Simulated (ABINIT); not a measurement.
Runs of ABINIT 10.8.3 (patched build) on MnS. The structure is cubic, space group F-43m (No. 216). The conventional cell has a = 4.947 Å, b = 4.947 Å, c = 4.947 Å, α = 90.00°, β = 90.00°, γ = 90.00°. Mn (site symmetry -43m) has 4 S at 2.14 Å as nearest neighbours. S (site symmetry -43m) has 4 Mn at 2.14 Å as nearest neighbours. The cell is a database's computed one.

| task | level | potentials or basis | k mesh | mesh quality | gap on the mesh (eV) | moment (μB) |
| --- | --- | --- | --- | --- | --- | --- |
| band structure | HCTH407 | JTH PAW PBE v2.0 | 9 × 9 × 9 | not flagged | none | 3.51 |
| single point | PBEsol | JTH PAW PBE v2.0 | 4 × 4 × 4 | coarse | none | 0.16 |
| single point | PBE | JTH PAW PBE v2.0 | 12 × 12 × 12 | not flagged | none | (a) |
| band structure | WC | JTH PAW PBE v2.0 | 9 × 9 × 9 | not flagged | none | (b) |
| band structure | LDA | JTH PAW LDA v2.0 | 9 × 9 × 9 | not flagged | none | 0.14 |

Alike in all rows: spin collinear, ferromagnetic start; cell as given; cutoff (eV) 544; smearing fermi-dirac 0.05 eV.

Q: Estimate the missing entries.

A: (a) 0.24; (b) 0.23.

Caveats: some runs use coarse meshes; semilocal functionals often make such compounds metallic where correlation or magnetic order opens a gap, which also shifts bond lengths; the moment fell far below its start of 4 μB, so a state of higher moment may lie lower in energy (some runs); a cell with one magnetic atom can't hold antiferromagnetic order, which such compounds often take (some runs).

A gap of «none» marks a metal or a gap under the smearing width.
